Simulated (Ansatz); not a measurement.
## Σ5 (210) boundary in fcc Ag with Mg (substitutional): structure and resistance

Aim: the relaxed structure and the specific resistance of the Σ5 (210) boundary in fcc Ag with Mg (substitutional).

Program: Ansatz 0.2.0. Level of theory: Ansatz plane-wave DFT, PBE, PAW files; relaxation of a bicrystal slab with its lowest layers held; PAW set soft_1, in the first sound run; inputs show where later runs differ. Results are calculated unless marked as measured.

### Step 1. The starting structure

The cell holds 21 atoms: 20 Ag and 1 Mg. Its edges and angles: a = 5.005 Å, b = 4.086 Å, c = 30.188 Å, α = 90.0°, β = 90.0°, γ = 65.9°. It derives from Ag. built on the (2 1 0) plane; 2 overlapping atoms removed and the grains opened by 0 Å. Vacuum lies along c.

### Step 2. Relaxing the bicrystal

The boundary is built by mirroring the lower grain in the boundary plane and removing any atoms that overlap; then the Mg is put in at the boundary. A thin bicrystal slab is relaxed first, with the lowest layers held and the upper grain free to shift and open.

Contents of input.yaml:

```yaml
crystal:
  lattice:
    - [5.0045524935, 0.0, 0.0]
    - [1.6681841645, 3.7301731908, 0.0]
    - [0.0, 0.0, 30.187744037]
  atoms:
    - { symbol: Ag, position: [0.6000000001, 0.6999999999, 0.165630131] }
    - { symbol: Ag, position: [0.2000000001, 0.3999999999, 0.1958974506] }
    - { symbol: Ag, position: [0.8000000001, 0.0999999999, 0.2261647702] }
    - { symbol: Ag, position: [0.4000000001, 0.7999999999, 0.2564320898] }
    - { symbol: Ag, position: [1.0e-10, 0.4999999999, 0.2866994094] }
    - { symbol: Ag, position: [0.6000000001, 0.2, 0.3169667291] }
    - { symbol: Ag, position: [0.2, 0.9, 0.3472340487] }
    - { symbol: Ag, position: [0.8, 0.6, 0.3775013683] }
    - { symbol: Ag, position: [0.4, 0.3, 0.4077686879] }
    - { symbol: Mg, position: [0.0, 0.0, 0.4380360075] }
    - { symbol: Ag, position: [0.8, 0.6, 0.4985706467] }
    - { symbol: Ag, position: [0.2, 0.9, 0.5288379663] }
    - { symbol: Ag, position: [0.6000000001, 0.2, 0.5591052859] }
    - { symbol: Ag, position: [1.0e-10, 0.4999999999, 0.5893726055] }
    - { symbol: Ag, position: [0.4000000001, 0.7999999999, 0.6196399251] }
    - { symbol: Ag, position: [0.8000000001, 0.0999999999, 0.6499072447] }
    - { symbol: Ag, position: [0.2000000001, 0.3999999999, 0.6801745643] }
    - { symbol: Ag, position: [0.6000000001, 0.6999999999, 0.710441884] }
    - { symbol: Ag, position: [1.0e-10, 0.9999999999, 0.7407092036] }
    - { symbol: Ag, position: [0.4000000001, 0.2999999999, 0.7709765232] }
    - { symbol: Ag, position: [0.8000000002, 0.5999999999, 0.8012438428] }
kpoints:
  mp_grid: { grid: [6, 6, 1] }
hamiltonian:
  xc: pbe
  pseudopotentials: { kind: paw, azcp: { folder: soft_1 } }
scf:
  occupations: { method: fermi_dirac, width: 0.1 }
relax:
  f_tol: 0.03
  max_steps: 80
  constraints: [{ sites: [0, 1, 2, 3] }]
```

The run is started by

```sh
ansatz run input.yaml --threads 8 --pin off --max-ram 15360MiB --backend cpu --events-out ev --progress --plain --runs-dir out
```

Numbers of over 12 decimals in the logs are rounded to 6 here.

The log of the run:

```text
Engine: ansatz 0.2.0, aarch64-unknown-linux-gnu
Pseudopotentials: kind: paw
Pseudopotential: Ag, paw, valence charge 19, recommended cutoff 420 eV (normal), soft_1/Ag.paw.azcp
Pseudopotential: Mg, paw, valence charge 10, recommended cutoff 420 eV (normal), soft_1/Mg.paw.azcp
Functional definition: PBE
  parameter kappa = 0.804
  parameter beta = 0.066725
  exchange = pbe_x(kappa = kappa, mu = beta*pi^2/3)
  correlation = pbe_c(beta = beta)
Crystal: 21 atoms, lattice volume = 563.540 Å³
Basis set: ecut = 420 eV, 11077 PW (Γ), exchange–correlation on 72×60×432 points (8 copies of the dense FFT grid, shifted against one another)
Bands: 234, of which v1, the nominal top of the filled ones, is band 195 counted from 1 (194 counted from 0)
Symmetry: 2 space group operations
Space group: Cm (ITA 8), of the structure as read, at distance tolerance 8.3e-5 Å
k-points: 13 of 36 (time reversal used)
Non-local potential: Ag, projectors of the file, l = 0: 3, l = 1: 2, l = 2: 2, l = 3: 1
Non-local potential: Mg, projectors of the file, l = 0: 3, l = 1: 2, l = 2: 1
PAW form: soft (Blöchl's): semilocal exchange-correlation on the pseudo side does not see the compensation charge
PAW one-centre angular grid: Ag, 590 points (default); XC on 64 Gauss nodes
PAW one-centre angular grid: Mg, 110 points (default); XC on 64 Gauss nodes
Initial density: superposition of atomic densities (neutral atoms: chi_scale 0, normalization atom)
Initial wavefunctions: pseudopotential atomic-orbital guess
Functional: x = pbe(κ = 0.804, μ = 0.219515), c = pbe(β = 0.066725)
SCF iter   1: F=—  HF=-153738.162054 eV  |F-HF|=—  |Δ(HF+E_count)|=         —  Δρ=5.21e-2  dr2=1.76e1  ethr=3.10e-3  ⟨swp⟩=6.6  Hψ=11317  notcnv=0  defer=93
preconditioner: auto → LDOS  [metal: Δε(μ)=0.069 eV  Ē_g=9.062 eV  σ=0.100 eV  W_gap=0.17  n_scr=142 (ndim 8)  ℏωp=23.3 eV  f_vac=0.312  D(μ)=6.24/eV (n_scr^D=18)  β→1.0]
SCF iter   2: F=—  HF=-153741.630318 eV  |F-HF|=—  |Δ(HF+E_count)|=    3.47e0  Δρ=7.45e-2  dr2=2.57e1  ethr=3.10e-3  ⟨swp⟩=2.6  Hψ=6270  notcnv=0  defer=322
SCF iter   3: F=—  HF=-153733.747944 eV  |F-HF|=—  |Δ(HF+E_count)|=    7.88e0  Δρ=1.20e-2  dr2=5.73e-1  ethr=3.10e-3  ⟨swp⟩=2.8  Hψ=5767  notcnv=0  defer=314
SCF iter   4: F=—  HF=-153733.625224 eV  |F-HF|=—  |Δ(HF+E_count)|=   1.23e-1  Δρ=1.62e-3  dr2=1.42e-2  ethr=1.47e-4  ⟨swp⟩=2.0  Hψ=5994  notcnv=0  defer=320
SCF iter   5: F=—  HF=-153733.623685 eV  |F-HF|=—  |Δ(HF+E_count)|=   1.54e-3  Δρ=7.40e-4  dr2=2.57e-3  ethr=3.65e-6  ⟨swp⟩=2.2  Hψ=5434  notcnv=0  defer=320
SCF iter   6: F=—  HF=-153733.623613 eV  |F-HF|=—  |Δ(HF+E_count)|=   7.17e-5  Δρ=1.42e-4  dr2=1.10e-4  ethr=6.59e-7  ⟨swp⟩=2.0  Hψ=4376  notcnv=0  defer=320
SCF iter   7: F=—  HF=-153733.623673 eV  |F-HF|=—  |Δ(HF+E_count)|=   6.07e-5  Δρ=7.45e-5  dr2=3.61e-5  ethr=2.82e-8  ⟨swp⟩=2.3  Hψ=5430  notcnv=0  defer=320
SCF iter   8: F=-153733.623672 eV  HF=-153733.623673 eV  |F-HF|=7.13e-7  |Δ(HF+E_count)|=   6.08e-7  Δρ=1.74e-5  dr2=1.94e-6  ethr=5.77e-9  ⟨swp⟩=4.0  Hψ=9621  notcnv=0
SCF 1 converged in 8 iterations: F = -153733.623672 eV  dr2 = 1.94e-6
  greatest PAW one-centre occupation: 1.001 electrons in one spin orbital (limit 2), on the Ag atom at site 7 (counted from 0), in its partial waves of l = 0
relax step   1: F+E_penalty+E_count = -153733.62367212 eV  Δ(F+E_penalty+E_count) = +0.000e0 eV  max|allowed force component| = 4.518e-1 eV/Å  Δτ_max = 0.0000 Å  (8 SCF iters, dr2 threshold 2.25e-5 eV, accepted)
Initial density: handed on by an earlier stage of this run
Initial wavefunctions: those handed on with the density
iter 1 solved again at ethr=4.21e-5 eV; its pass at ethr=3.10e-3 eV (dr2=1.64e-1 eV) is discarded
SCF iter   1: F=—  HF=-153733.920213 eV  |F-HF|=—  |Δ(HF+E_count)|=         —  Δρ=5.42e-3  dr2=1.68e-1  ethr=4.21e-5  ⟨swp⟩=2.0  Hψ=11238  notcnv=0  defer=277
preconditioner: auto → LDOS  [metal: Δε(μ)=0.034 eV  Ē_g=9.376 eV  σ=0.100 eV  W_gap=0.08  n_scr=142 (ndim 8)  ℏωp=23.3 eV  f_vac=0.306  D(μ)=5.95/eV (n_scr^D=14)  β→1.0]
SCF iter   2: F=—  HF=-153733.909429 eV  |F-HF|=—  |Δ(HF+E_count)|=   1.08e-2  Δρ=4.49e-3  dr2=2.29e-1  ethr=4.21e-5  ⟨swp⟩=2.0  Hψ=5440  notcnv=0  defer=277
SCF iter   3: F=—  HF=-153733.865410 eV  |F-HF|=—  |Δ(HF+E_count)|=   4.40e-2  Δρ=6.28e-4  dr2=5.83e-3  ethr=4.21e-5  ⟨swp⟩=2.0  Hψ=5066  notcnv=0  defer=277
SCF iter   4: F=—  HF=-153733.865741 eV  |F-HF|=—  |Δ(HF+E_count)|=   3.32e-4  Δρ=8.13e-4  dr2=3.45e-3  ethr=1.50e-6  ⟨swp⟩=2.5  Hψ=5641  notcnv=0  defer=307
SCF iter   5: F=—  HF=-153733.864794 eV  |F-HF|=—  |Δ(HF+E_count)|=   9.47e-4  Δρ=7.44e-5  dr2=3.75e-5  ethr=8.84e-7  ⟨swp⟩=2.0  Hψ=5258  notcnv=0  defer=307
SCF iter   6: F=-153733.864790 eV  HF=-153733.864791 eV  |F-HF|=1.48e-6  |Δ(HF+E_count)|=   2.86e-6  Δρ=2.52e-5  dr2=3.76e-6  ethr=3.27e-9  ⟨swp⟩=5.0  Hψ=10832  notcnv=0
SCF 2 converged in 6 iterations: F = -153733.864790 eV  dr2 = 3.76e-6
relax step   2: F+E_penalty+E_count = -153733.86478966 eV  Δ(F+E_penalty+E_count) = -2.411e-1 eV  max|allowed force component| = 2.039e-1 eV/Å  Δτ_max = 0.1942 Å  (6 SCF iters, dr2 threshold 1.28e-5 eV, accepted)
SCF iter   1: F=—  HF=-153733.969655 eV  |F-HF|=—  |Δ(HF+E_count)|=         —  Δρ=4.27e-3  dr2=1.09e-1  ethr=2.63e-4  ⟨swp⟩=5.8  Hψ=7077  notcnv=0  defer=315
preconditioner: auto → LDOS  [metal: Δε(μ)=0.016 eV  Ē_g=9.380 eV  σ=0.100 eV  W_gap=0.04  n_scr=142 (ndim 8)  ℏωp=23.3 eV  f_vac=0.307  D(μ)=6.00/eV (n_scr^D=14)  β→1.0]
SCF iter   2: F=—  HF=-153733.958904 eV  |F-HF|=—  |Δ(HF+E_count)|=   1.08e-2  Δρ=3.43e-3  dr2=1.17e-1  ethr=2.81e-5  ⟨swp⟩=2.0  Hψ=5955  notcnv=0  defer=324
SCF iter   3: F=—  HF=-153733.932453 eV  |F-HF|=—  |Δ(HF+E_count)|=   2.65e-2  Δρ=4.59e-4  dr2=2.91e-3  ethr=2.81e-5  ⟨swp⟩=2.0  Hψ=4975  notcnv=0  defer=324
SCF iter   4: F=—  HF=-153733.932563 eV  |F-HF|=—  |Δ(HF+E_count)|=   1.09e-4  Δρ=5.28e-4  dr2=1.53e-3  ethr=7.46e-7  ⟨swp⟩=3.0  Hψ=5707  notcnv=0  defer=324
SCF iter   5: F=—  HF=-153733.932098 eV  |F-HF|=—  |Δ(HF+E_count)|=   4.64e-4  Δρ=5.75e-5  dr2=3.24e-5  ethr=3.92e-7  ⟨swp⟩=2.0  Hψ=5102  notcnv=0  defer=324
SCF iter   6: F=-153733.932094 eV  HF=-153733.932095 eV  |F-HF|=5.14e-7  |Δ(HF+E_count)|=   3.69e-6  Δρ=1.62e-5  dr2=1.55e-6  ethr=6.67e-10  ⟨swp⟩=3.0  Hψ=12121  notcnv=0
SCF 3 converged in 6 iterations: F = -153733.932094 eV  dr2 = 1.55e-6
relax step   3: F+E_penalty+E_count = -153733.93209426 eV  Δ(F+E_penalty+E_count) = -6.730e-2 eV  max|allowed force component| = 1.419e-1 eV/Å  Δτ_max = 0.1656 Å  (6 SCF iters, dr2 threshold 2.60e-6 eV, accepted)
[... from here on, the SCF cycles and remarks between the steps are left out ...]
relax step   4: F+E_penalty+E_count = -153733.98116762 eV  Δ(F+E_penalty+E_count) = -4.907e-2 eV  max|allowed force component| = 1.059e-1 eV/Å  Δτ_max = 0.1941 Å  (6 SCF iters, dr2 threshold 4.10e-6 eV, accepted)
relax step   5: F+E_penalty+E_count = -153734.00909614 eV  Δ(F+E_penalty+E_count) = -2.793e-2 eV  max|allowed force component| = 2.109e-2 eV/Å  Δτ_max = 0.1376 Å  (6 SCF iters, dr2 threshold 5.43e-6 eV, accepted)
relax step   6: F+E_penalty+E_count = -153734.00909697 eV  Δ(F+E_penalty+E_count) = -8.323e-7 eV  max|allowed force component| = 2.116e-2 eV/Å  Δτ_max = 0.0000 Å  (3 SCF iters, accepted)
relax step   7: F+E_penalty+E_count = -153734.02606027 eV  Δ(F+E_penalty+E_count) = -1.696e-2 eV  max|allowed force component| = 5.656e-2 eV/Å  Δτ_max = 0.1952 Å  (8 SCF iters, accepted)
relax step   8: F+E_penalty+E_count = -153734.04083682 eV  Δ(F+E_penalty+E_count) = -1.478e-2 eV  max|allowed force component| = 6.361e-2 eV/Å  Δτ_max = 0.1948 Å  (7 SCF iters, dr2 threshold 3.20e-6 eV, accepted)
relax step   9: F+E_penalty+E_count = -153734.05198065 eV  Δ(F+E_penalty+E_count) = -1.114e-2 eV  max|allowed force component| = 6.333e-2 eV/Å  Δτ_max = 0.1944 Å  (6 SCF iters, dr2 threshold 4.05e-6 eV, accepted)
relax step  10: F+E_penalty+E_count = -153734.05704903 eV  Δ(F+E_penalty+E_count) = -5.068e-3 eV  max|allowed force component| = 6.299e-2 eV/Å  Δτ_max = 0.1946 Å  (6 SCF iters, dr2 threshold 3.98e-6 eV, accepted)
relax step  11: F+E_penalty+E_count = -153734.05893799 eV  Δ(F+E_penalty+E_count) = -1.889e-3 eV  max|allowed force component| = 3.855e-2 eV/Å  Δτ_max = 0.1503 Å  (6 SCF iters, dr2 threshold 3.93e-6 eV, accepted)
relax step  12: F+E_penalty+E_count = -153734.05857153 eV  Δ(F+E_penalty+E_count) = +3.665e-4 eV  max|allowed force component| = 5.054e-2 eV/Å  Δτ_max = 0.0227 Å  (6 SCF iters, rejected (line search))
SCF iter   1: F=—  HF=-153734.061061 eV  |F-HF|=—  |Δ(HF+E_count)|=         —  Δρ=7.42e-4  dr2=3.40e-3  ethr=8.73e-6  ⟨swp⟩=3.1  Hψ=5508  notcnv=0  defer=319
preconditioner: auto → LDOS  [metal: Δε(μ)=0.007 eV  Ē_g=9.402 eV  σ=0.100 eV  W_gap=0.02  n_scr=142 (ndim 8)  ℏωp=23.3 eV  f_vac=0.307  D(μ)=6.25/eV (n_scr^D=18)  β→1.0]
SCF iter   2: F=—  HF=-153734.060540 eV  |F-HF|=—  |Δ(HF+E_count)|=   5.20e-4  Δρ=5.60e-4  dr2=1.78e-3  ethr=8.71e-7  ⟨swp⟩=2.0  Hψ=5714  notcnv=0  defer=319
SCF iter   3: F=—  HF=-153734.059851 eV  |F-HF|=—  |Δ(HF+E_count)|=   6.89e-4  Δρ=5.26e-5  dr2=2.76e-5  ethr=4.56e-7  ⟨swp⟩=2.0  Hψ=4914  notcnv=0  defer=319
SCF iter   4: F=—  HF=-153734.059855 eV  |F-HF|=—  |Δ(HF+E_count)|=   4.27e-6  Δρ=2.58e-5  dr2=5.43e-6  ethr=7.08e-9  ⟨swp⟩=3.0  Hψ=6237  notcnv=0  defer=319
SCF iter   5: F=—  HF=-153734.059854 eV  |F-HF|=—  |Δ(HF+E_count)|=   9.92e-7  Δρ=1.02e-5  dr2=5.02e-7  ethr=1.39e-9  ⟨swp⟩=2.0  Hψ=4990  notcnv=0  defer=319
SCF iter   6: F=-153734.059854 eV  HF=-153734.059854 eV  |F-HF|=1.21e-8  |Δ(HF+E_count)|=   9.43e-8  Δρ=2.55e-6  dr2=3.08e-8  ethr=2.56e-11  ⟨swp⟩=4.0  Hψ=9632  notcnv=0
SCF 13 converged in 6 iterations: F = -153734.059854 eV  dr2 = 3.08e-8
relax step  13: F+E_penalty+E_count = -153734.05985437 eV  Δ(F+E_penalty+E_count) = -9.164e-4 eV  max|allowed force component| = 3.550e-3 eV/Å  Δτ_max = 0.0114 Å  (6 SCF iters, accepted)
SCF converged after 6 iterations
Free energy (F): -153734.059854 eV
Harris-Foulkes:  -153734.059854 eV  (|F-HF|=1.21e-8)
Internal energy: -153733.859358 eV  (E = F + TS)
E sigma→0 (E₀):  -153733.959606 eV
Entropy (-TS):   -0.200496 eV (-9.547 meV/atom)
Fermi energy:    9.204506 eV
--- Per-component energies (eV) ---
  E_band       = -8062.486989
  E_kinetic    = 9419.757274
  E_local      = -416827.888808  (includes V_loc(G=0)·N_el)
  E_nonlocal   = 831.120404
  E_hartree    = 206310.175310
  E_xc         = -3200.734939
  E_vxc        = -4050.769009  (∫ρ·V_xc dr)
  E_paw        = -79413.658451  (= ΣΔE_a)
  E_vpaw       = -10055.066861  (= ΣTr[D̂ρ^β])
  E_aug_tail   = 0.007424  (compensation charges beyond the density's cutoff)
  E_ewald      = 129147.362428
  E_smearing   = -0.200496  (= −TS)
  E_closure    = 0.000000  (closes the sum)
  Σ components = -153734.059854   (vs F -153734.059854, Δ=0.00e0)
--- Forces (eV/Å), atoms counted from 1 ---
  atom   1  Ag    -0.04178199     0.01868547     0.19924070
  atom   2  Ag    -0.02967350     0.01327039    -0.13862520
  atom   3  Ag     0.05160619    -0.02307899    -0.18351437
  atom   4  Ag     0.01530807    -0.00684598     0.12523046
  atom   5  Ag    -0.00012217     0.00005464    -0.00114136
  atom   6  Ag     0.00160710    -0.00071872     0.00310999
  atom   7  Ag     0.00118869    -0.00053160     0.00194409
  atom   8  Ag     0.00100377    -0.00044890     0.00002038
  atom   9  Ag     0.00032325    -0.00014456    -0.00147479
  atom  10  Mg    -0.00212270     0.00094930    -0.00197917
  atom  11  Ag     0.00112058    -0.00050114     0.00254699
  atom  12  Ag    -0.00196838     0.00088028    -0.00016433
  atom  13  Ag     0.00081831    -0.00036596     0.00000192
  atom  14  Ag     0.00143806    -0.00064312    -0.00355021
  atom  15  Ag     0.00055069    -0.00024628    -0.00048614
  atom  16  Ag    -0.00155048     0.00069340    -0.00008597
  atom  17  Ag     0.00099823    -0.00044642     0.00230380
  atom  18  Ag     0.00094395    -0.00042215    -0.00066255
  atom  19  Ag    -0.00044739     0.00020008    -0.00281158
  atom  20  Ag     0.00045556    -0.00020373     0.00013090
  atom  21  Ag     0.00016417    -0.00007342    -0.00004323
  max |Σ_I F_I| component: 1.40e-4 eV/Å
--- Relaxed structure (13 steps of the walk, 12 accepted, 0 SCFs on fresh bases) ---
  F+E_penalty+E_count = -153734.05985437 eV   max|allowed force component| = 3.550e-3 eV/Å
  atoms:
    - { symbol: Ag, position: [0.600000, 0.69999999995, 0.165630131] }
    - { symbol: Ag, position: [0.200000, 0.39999999995, 0.195897] }
    - { symbol: Ag, position: [0.8000000001, 0.100000, 0.226165] }
    - { symbol: Ag, position: [0.400000, 0.800000, 0.256432] }
    - { symbol: Ag, position: [0.00299385, 0.498503, 0.289461] }
    - { symbol: Ag, position: [0.607576, 0.196212, 0.319971] }
    - { symbol: Ag, position: [0.213878, 0.893061, 0.351130] }
    - { symbol: Ag, position: [0.812148, 0.593926, 0.384049] }
    - { symbol: Ag, position: [0.421227, 0.289387, 0.416765] }
    - { symbol: Mg, position: [0.023557, -0.011779, 0.441036] }
    - { symbol: Ag, position: [0.606061, 0.696970, 0.483766] }
    - { symbol: Ag, position: [-0.019509, 1.009754, 0.527608] }
    - { symbol: Ag, position: [0.377945, 0.311027, 0.549252] }
    - { symbol: Ag, position: [-0.233789, 0.616895, 0.584816] }
    - { symbol: Ag, position: [0.173668, 0.913166, 0.617192] }
    - { symbol: Ag, position: [0.567290, 0.216355, 0.647480] }
    - { symbol: Ag, position: [-0.038985, 0.519492, 0.678640] }
    - { symbol: Ag, position: [0.358780, 0.820610, 0.710031] }
    - { symbol: Ag, position: [-0.238078, 1.119039, 0.742931] }
    - { symbol: Ag, position: [0.154273, 0.422863, 0.772986] }
    - { symbol: Ag, position: [0.548858, 0.725571, 0.799960] }
```

It took 9.5 min on 8 threads of Arm Neoverse N1, shared host; peak memory 4.8 GiB.

The steps of the relaxation:

```tsv
step	energy less that of the first step (eV)	largest force component (eV/Å)
1	0.0000	0.4518
2	-0.2411	0.2039
3	-0.3084	0.1419
4	-0.3575	0.1059
5	-0.3854	0.0211
6	-0.3854	0.0212
7	-0.4024	0.0566
8	-0.4172	0.0636
9	-0.4283	0.0633
10	-0.4334	0.0630
11	-0.4353	0.0386
12	-0.4349	0.0505
13	-0.4362	0.0036
```

Relaxation step 12 was tried and not accepted.

The run keeps the 2 symmetry operations that it works with, so distortions that break them were not tested.

The atoms that moved most (Å):

```tsv
atom	dx	dy	dz	length
Ag21	-1.047	0.468	-0.039	1.148
Ag20	-1.025	0.458	0.061	1.124
Ag18	-1.006	0.450	-0.012	1.102
Ag17	-0.997	0.446	-0.046	1.093
Ag19	-0.993	0.444	0.067	1.090
Ag14	-0.975	0.436	-0.138	1.077
Ag16	-0.971	0.434	-0.073	1.066
Ag13	-0.926	0.414	-0.297	1.057
```

Numbers from this step:

- free energy: -153734.0599 eV
- energy at zero smearing: -153733.9596 eV
- Fermi energy: 9.205 eV

The largest force component on a free atom ends at 0.0036 eV/Å, under the tolerance of 0.03, after 13 steps.

(Continued in part 2 of 2.)

[Logs are printed without paths, hosts, clocks, repeated set-up lines and the standing remarks that a program may print on its own settings, such as how far it seeks lower states.]

[Hosts, paths, dates, database ids (printed as entryN), source tags and the programs' standing remarks are cut or masked in the printed files.]
